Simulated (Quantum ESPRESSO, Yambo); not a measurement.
An input for Yambo 5.3.0 (KBr (Fm-3m)):

```
HF_and_locXC
gw0
dyson
ppa
em1d
rim_cut
RandQpts= 1000000
RandGvec= 1 RL
EXXRLvcs= 76 Ry
VXCRLvcs= 304 Ry
Chimod= "HARTREE"
% BndsRnXp
 1 | 129 |
%
NGsBlkXp= 9.5 Ry
% LongDrXp
 1 | 1 | 1 |
%
% GbndRnge
 1 | 129 |
%
DysSolver= "n"
ExtendOut
PPAPntXp= 27.21138 eV
% QPkrange
 1 | 1 | 12 | 15 |
%
```

```sh
OMP_NUM_THREADS=1 mpirun -n 4 yambo -F gw8.in -J gw8 -C gw8 > gw8.log
```

The stored states that it reads are on a 4×4×4 mesh. Symmetry: Fm-3m, No. 225, cubic system. The conventional cell has a = 6.600 Å, b = 6.600 Å, c = 6.600 Å, α = 90.00°, β = 90.00°, γ = 90.00°. Nearest to K lie 6 Br at 3.30 Å. Nearest to Br lie 6 K at 3.30 Å. Farther neighbours and most contacts between anions are not listed.

Question: Estimate wall time and host memory on 4 MPI ranks of Arm Neoverse V1, shared host.

It took 2.2 min; on shared hardware allow 65 s to 4.3 min. Peak host memory was 1.8 GiB.

The screening grows as filled bands × empty bands × pairs of k points, times the square of the screening basis for the matrix.

[Paths, hosts, dates, memory and timing lines, banners, echoed tables and standing remarks are left out of the program output.]

[Logs are printed without paths, hosts, clocks, repeated set-up lines and the standing remarks that a program may print on its own settings, such as how far it seeks lower states.]

[Runs of the session that timed out or met a known fault of the program may be left out.]

[Hosts, paths, dates, database ids (printed as entryN), source tags and the programs' standing remarks are cut or masked in the printed files.]
